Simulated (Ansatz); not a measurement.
In2O3 built on the corundum prototype, 10 atoms and 88 valence electrons in a cell of about 128 Å³, was run 14 times in the PAW code Ansatz, each time on 4 threads of Arm Neoverse V2, with other jobs on the host.

```
                   run  k mesh  irreducible k  cutoff (eV)  plane waves  bands  SCF iterations  wall time  peak host memory (GiB)
       relaxation, PBE   6×6×6             32          420         2615     54              61       33 s                    0.59
    relaxation, r2SCAN   6×6×6             32          500         3227     54              34       43 s                     1.1
            bands, PBE   6×6×6             32          420         2489     50               6      7.4 s                    0.55
  single point, r2SCAN   6×6×6             32          500         3227     50               7      9.3 s                    0.96
   single point, HSE06   4×4×4             13          420         2489     50              13    2.4 min                     2.2
 single point, PBE+SOC   6×6×6             32          420         2489    100               8       47 s                     1.4
    single point, PBE0   4×4×4             13          420         2489     50              12    2.4 min                     2.2
     single point, LDA   6×6×6             32          420         2489     50               7      4.4 s                    0.52
    relaxation, PBEsol   6×6×6             32          420         2489     54              43       24 s                    0.58
     Γ phonons, PBEsol   6×6×6            112          420         2489     54              14    5.3 min                     3.4
   field response, PBE   6×6×6             68          420         2489     54              13    2.2 min                     2.2
single point, DDH-PBE0   4×4×4             13          420         2489     50              12    3.6 min                     2.3
       relaxation, LDA   6×6×6             32          420         2417     54              47       26 s                    0.56
 single point, LC-ωPBE   4×4×4             13          420         2489     50              18       55 s                     2.5
```

The slowest run (Γ phonons, PBEsol) took about 70 times as long as the quickest (single point, LDA).

Only the levels marked +SOC include spin-orbit coupling.
